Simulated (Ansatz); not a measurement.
# KTaO3: the cost of one run

Program: Ansatz 0.2.0. Level of theory: DFT PBE, scalar-relativistic. These are calculated values, not measurements.

## (1) The starting structure

Symmetry: Pm-3m, No. 221, cubic system. Conventional cell: a = 3.988 Å, b = 3.988 Å, c = 3.988 Å, α = 90.00°, β = 90.00°, γ = 90.00°. K (site symmetry m-3m) is surrounded by 12 O at 2.82 Å. Around Ta (site symmetry m-3m) lie 6 O at 1.99 Å. O (site symmetry 4/mmm) has 2 Ta at 1.99 Å and 4 K at 2.82 Å as nearest neighbours.

Structure file:

```xyz
5
Lattice="3.9883 0.0000 0.0000 0.0000 3.9883 0.0000 0.0000 0.0000 3.9883" Properties=species:S:1:pos:R:3 pbc="T T T"
K     1.9942    1.9942    1.9941
Ta    0.0000    0.0000    0.0000
O     1.9942    0.0000    0.0000
O     0.0000    1.9942    0.0000
O     0.0000    0.0000    1.9941
```

Atoms are numbered in the order of the input: K1, Ta2, O3, O4, O5.

## (2) The deformed structure

Space group Pm-3m before, P4/mmm after.

## (3) LAPW, all electrons

File input.yaml:

```yaml
crystal:
  lattice:
    - [3.9883, 0.0, 0.0]
    - [0.0, 3.9883, 0.0]
    - [0.0, 0.0, 4.068066]
  atoms:
    - { symbol: K, position: [0.5, 0.5, 0.5] }
    - { symbol: Ta, position: [0.0, 0.0, 0.0] }
    - { symbol: O, position: [0.5, 0.0, 0.0] }
    - { symbol: O, position: [0.0, 0.5, 0.0] }
    - { symbol: O, position: [0.0, 0.0, 0.5] }
kpoints:
  mp_grid: { grid: [5, 5, 5] }
  band_path:
    path:
      - [0.0, 0.0, 0.0]
      - [0.0, 0.5, 0.0]
      - [0.5, 0.5, 0.0]
      - [0.0, 0.0, 0.0]
      - [0.0, 0.0, 0.5]
      - [0.0, 0.5, 0.5]
      - [0.5, 0.5, 0.5]
      - [0.0, 0.0, 0.5]
      - [0.0, 0.5, 0.0]
    npoints: 5
scf:
  occupations: { method: fermi_dirac, width: 0.01 }
hamiltonian:
  xc: pbe
  pseudopotentials: { kind: all_electron, lapw: { basis_error: 0.0005 } }
output:
  forces: true
  stress: true
  eigenvalues: true
```

Command:

```sh
$ ansatz run input.yaml --threads 2 --pin off --max-ram 6144MiB --backend cpu --events-out ev --progress --plain --runs-dir out
```

What time and memory should one allow on 2 threads of Intel Xeon Platinum 8488C (Sapphire Rapids), shared host?

About 25 s, with a peak of 0.65 GiB.
